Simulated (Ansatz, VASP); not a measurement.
**Two plane-wave programs on Sn**

```
Sn
1.0
     3.32550    0.01715   -0.03368
    -0.17369    3.32100    0.03368
    -1.55143   -1.69218    2.40623
Sn
1
Cartesian
  0.0000 0.0000 0.0000
```

Alike in both runs: functional PBEsol; k mesh 11 × 11 × 11; no spin polarisation.

Ansatz relaxed the structure, and its values are those at the end. VASP's run is a single point on that final structure, the one shown.

|  | VASP | Ansatz |
| --- | --- | --- |
| version | VASP 6.6.1 | Ansatz 0.2.0 |
| potentials or method | VASP PAW PBE potentials, release 64 (Sn_d) | plane waves, PAW |
| plane-wave cutoff (eV) | 520 | 490 |
| occupations | methfessel-paxton of order 1, width 0.1 eV | cold, width 0.1 eV |
| valence electrons in the cell | 14 | 14 |

```csv
,VASP,Ansatz,Ansatz less VASP
pressure (GPa),0.0,0.0,+0.04
```

Caveats: the PAW data sets were made with another functional, which shifts forces and pressure a little (VASP).
